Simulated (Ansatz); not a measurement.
Crystal: HfSiO4 (Hafnon).

```
Hf Si O
1.0
    -3.28625    3.28625    2.98160
     3.28625   -3.28625    2.98160
     3.28625    3.28625   -2.98160
Hf Si O
2 2 8
Direct
  0.00000 0.00000 0.00000
  0.75000 0.25000 0.50000
  0.50000 0.50000 0.00000
  0.25000 0.75000 0.50000
  0.68020 0.49570 0.81550
  0.24570 0.93020 0.31550
  0.68020 0.86470 0.18450
  0.61470 0.93020 0.68450
  0.06980 0.38530 0.31550
  0.50430 0.31980 0.18450
  0.06980 0.75430 0.68450
  0.13530 0.31980 0.81550
```

| Item | Value |
| --- | --- |
| Program | Ansatz 0.2.0 |
| Task | relaxation of cell and atoms |
| Functional | revPBE |
| Dispersion | D3(BJ) |
| Potentials or basis | Ansatz PAW |
| Cutoff | 420 eV (not typed: the program's choice for these potentials) |
| k mesh | 6 × 6 × 6 |
| Occupations | fermi-dirac, width 0.05 eV |
| Spin | no spin polarisation |

At the start: volume 10.73 Å³/atom.

Q: How do energy, volume and symmetry change on relaxing?

A: It ends after 8 steps and the volume is 10.92 Å³/atom (+1.7 %); space group I4_1/amd (No. 141, to 0.05 Å).

Step by step:
| step | energy change (eV) | largest force (eV/Å) | volume (Å³) |
| --- | --- | --- | --- |
| 1 | 0.0000 | 0.3630 | 128.80 |
| 2 | -0.0210 | 0.3272 | 130.67 |
| 3 | -0.0276 | 0.0099 | 130.98 |
| 4 | -0.0280 | 0.0043 | 130.98 |
| 5 | -0.0282 | 0.0015 | 130.94 |
| 6 | -0.0383 | 0.0017 | 130.94 |
| 7 | -0.0380 | 0.0005 | 131.03 |
| 8 | -0.0384 | 0.0005 | 131.03 |

Final structure:
```cif
data_structure
_symmetry_space_group_name_H-M 'P 1'
_symmetry_Int_Tables_number 1
_cell_length_a 5.5530
_cell_length_b 5.5530
_cell_length_c 5.5530
_cell_angle_alpha 106.999
_cell_angle_beta 106.999
_cell_angle_gamma 114.538
_cell_volume 131.03
loop_
_atom_site_label
_atom_site_type_symbol
_atom_site_fract_x
_atom_site_fract_y
_atom_site_fract_z
_atom_site_occupancy
Hf1 Hf 0.00000 0.00000 0.00000 1
Hf2 Hf 0.75000 0.25000 0.50000 1
Si1 Si 0.50000 0.50000 0.00000 1
Si2 Si 0.25000 0.75000 0.50000 1
O1 O 0.68031 0.49516 0.81485 1
O2 O 0.24516 0.93031 0.31485 1
O3 O 0.68031 0.86546 0.18515 1
O4 O 0.61546 0.93031 0.68515 1
O5 O 0.06969 0.38454 0.31485 1
O6 O 0.50484 0.31969 0.18515 1
O7 O 0.06969 0.75484 0.68515 1
O8 O 0.13454 0.31969 0.81485 1
```

Caveat: the plane-wave basis is chosen anew once the cell has moved, so the energies of steps on either side of that aren't comparable; the pressure holds a Pulay correction of +0.7 GPa for the finite cutoff; the PAW data sets come from PBE, with cores solved anew for the run's functional, which leaves a small shift of forces and pressure.
